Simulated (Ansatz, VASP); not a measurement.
CoSi in VASP and in Ansatz

```
CELL_PARAMETERS angstrom
2.78133 0.00000 0.00000
0.00000 2.78133 0.00000
0.00000 0.00000 2.78133
ATOMIC_POSITIONS crystal
Co 0.98982 0.98882 0.99982
Si 0.49271 0.50471 0.51097
```

Change from the starting cell: atoms moved at random, drawn with an rms of 0.05 Å.

Alike in both runs: task single point; functional PBE; k mesh 10 × 10 × 10; occupations fermi-dirac, width 0.05 eV; collinear spin, ferromagnetic start.

```csv
,VASP,Ansatz
version,VASP 6.6.1,Ansatz 0.2.0
potentials or method,"VASP PAW PBE potentials, release 64 (Co, Si)",Ansatz PAW
plane-wave cutoff (eV),520,420
valence electrons in the cell,13,21
```

|  | VASP | Ansatz | Ansatz less VASP |
| --- | --- | --- | --- |
| gap on the k mesh at the Fermi level (eV) | none | none | - |
| pressure (GPa) | 0.9 | 1.0 | +0.11 |
| largest component of the traceless stress (GPa) | 0.35 | 0.35 | -0.001 |
| rms of the force components (eV/Å) | 0.158 | 0.155 | -0.0027 |
| net moment per atom (μB) | 0.27 | 0.27 | +0.004 |
| size of the moment on the site where the two differ most (μB) | 0.54 | 0.56 | +0.013 |

Site moments also hang on the region over which each program counts them. Atom by atom the forces differ by 0.003 eV/Å (rms over components). A gap of «none» marks a metal or a gap that the smearing closes. The two sets of potentials don't hold the same shells in valence.
